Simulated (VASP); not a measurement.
Here is a VASP 6.6.1 calculation.

File INCAR:

```
ALGO = Fast
EDIFF = 1E-7
EDIFFG = -0.01
ENCUT = 600
GGA = PS
IBRION = 2
ISIF = 8
ISMEAR = 0
LASPH = True
LCHARG = False
LREAL = False
LWAVE = False
NELM = 60
NSW = 70
PREC = Accurate
PSTRESS = 100.0
SIGMA = 0.01
```

Contents of KPOINTS:

```
k-points
0
Gamma
  9 9 7
```

File POSCAR:

```
AlN
1.0
    1.6089404887     -2.3329637086      0.0000000000
    1.6089404887      2.3329637086      0.0000000000
    0.0000000000      0.0000000000      5.1486095639
Al N
2 2
Direct
    0.0000000000      0.0000000000      0.0000000000
    0.6050273224      0.3949726776      0.5000000000
    0.0000000000      0.0000000000      0.3820000000
    0.6050273224      0.3949726776      0.8820000000
```

Potentials or basis: VASP PAW PBE potentials, release 64 (Al, N).

The run is started by

```console
$ cat potpaw_PBE.64/Al/POTCAR potpaw_PBE.64/N/POTCAR > POTCAR
$ mpirun -np 1 vasp_std > vasp.out
```

Task: What does it give for the relaxed cell?

Result: a = 2.858 Å, b = 2.858 Å, c = 5.193 Å, α = 90.00°, β = 90.00°, γ = 110.82°.

Task: Estimate the band gap on the k mesh.

Result: 3.40 eV, direct.

Task: What does it give for the relaxed volume?

Result: 9.91 Å³/atom.

Step by step:
| step | energy change (eV) | largest force (eV/Å) | pressure (GPa) | volume (Å³) |
| --- | --- | --- | --- | --- |
| 1 | 0.0000 | 1.7972 | 16.90 | 38.65 |
| 2 | -0.4047 | 0.4265 | 2.13 | 41.03 |
| 3 | -0.3903 | 0.5109 | 4.15 | 40.59 |
| 4 | -0.2886 | 0.6342 | 15.53 | 38.94 |
| 5 | -0.3658 | 0.1572 | 9.68 | 39.73 |
| 6 | -0.3633 | 0.0843 | 10.13 | 39.66 |
| 7 | -0.3615 | 0.1117 | 10.35 | 39.62 |
| 8 | -0.3678 | 0.1045 | 9.86 | 39.70 |
| 9 | -0.3796 | 0.0915 | 8.77 | 39.86 |
| 10 | -0.3765 | 0.0633 | 9.14 | 39.80 |
| 11 | -0.3707 | 0.0240 | 9.75 | 39.70 |
| 12 | -0.3695 | 0.0209 | 9.87 | 39.68 |
| 13 | -0.3691 | 0.0155 | 9.92 | 39.67 |
| 14 | -0.3681 | 0.0029 | 10.02 | 39.66 |

Caveat: the cell is relaxed towards a set pressure, so the enthalpy falls and the energy may rise; the PAW data sets were made with another functional, which shifts forces and pressure a little; an odd mesh through Γ misses points on the zone boundary, where band edges often lie.
